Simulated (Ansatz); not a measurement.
# From formation energies to a reaction energy: Be7S

These are results of DFT PBE, scalar-relativistic, plane waves, PAW (Ansatz), not measurements. All cells share a 420 eV cutoff and Γ-centred k meshes spaced about 0.3 Å⁻¹ or finer (0.25 for metals, 2π included). No spin polarisation.

Formation energies are uncorrected and refer to the elements' standard structures at the same level.

These are static total energies at zero pressure. The reference form of S is held partly by dispersion forces, which this level lacks.

A trial structure of Be7S (reached from: a relaxed cell, shaken at random and relaxed again; relaxed: space group Amm2 (No. 38), a = 6.785 Å, b = 4.383 Å, c = 5.285 Å) has a formation energy of 0.134 eV/atom. At its composition the lowest mixture among the elements and 1 reference phase computed alike (others may be missing) consists of these:

```tsv
phase	source	ΔE_f (eV/atom)
Be (solid)	element	0.000
BeS (F-43m)	COD	-1.070
```

Task: Write the balanced decomposition and find its energy per atom, per formula unit and per mole of formula units.

Result: Balancing Be and S gives Be7S → 6 Be + BeS. The left side holds 8 atoms, and the products take 6/8 (Be) and 2/8 (BeS) of them. The mixture therefore lies at 6/8 × (0.000) + 2/8 × (-1.070) = -0.268 eV/atom. The reaction energy is -0.268 − (0.134) = -0.402 eV/atom. Times 8 atoms that is -3.216 eV per Be7S, and times 96.485 it is -310 kJ per mole of Be7S. Decomposition is downhill, so the trial structure is unstable against this mixture.
